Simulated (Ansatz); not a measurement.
InSe and the effect of the dispersion correction

The cell as given:

Symmetry: R3m, No. 160, trigonal system. The conventional cell has a = 4.000 Å, b = 4.000 Å, c = 25.320 Å, α = 90.00°, β = 90.00°, γ = 120.00°. Around In (site symmetry 3m) lie 3 Se at 2.63 Å and 1 In at 2.82 Å. In (site symmetry 3m) is surrounded by 3 Se at 2.64 Å and 1 In at 2.82 Å. Around Se (site symmetry 3m) lie 3 In at 2.63 Å. Around Se (site symmetry 3m) lie 3 In at 2.64 Å.

Kept alike: task relaxation of cell and atoms; functional PBEsol; k mesh 8 × 8 × 8; occupations fermi-dirac, width 0.05 eV; no spin polarisation. Program: Ansatz, Ansatz PAW, cutoff 420 eV. The mesh is that of the run's cell of 4 atoms. No spin-orbit coupling.

| dispersion correction | volume (Å³/atom) |
| --- | --- |
| D3(BJ) | 27.384 |
| D3(BJ)-ATM | 27.547 |
| D4 | 27.982 |
| none | 29.333 |

The relaxations keep at least the cell's symmetry (R3m). Relaxations stop with a little pressure left, so the last digits of a volume or edge aren't settled. All rows use potentials made for PBE.

Problem. What does the dispersion correction change here?

Solution. The volume runs from 27.384 (D3(BJ)) to 29.333 Å³/atom (none). Against no correction: D3(BJ) -6.6 %; D3(BJ)-ATM -6.1 %; D4 -4.6 %. Dispersion terms mostly attract and so lower the volume; the schemes' coefficients and damping set how far.
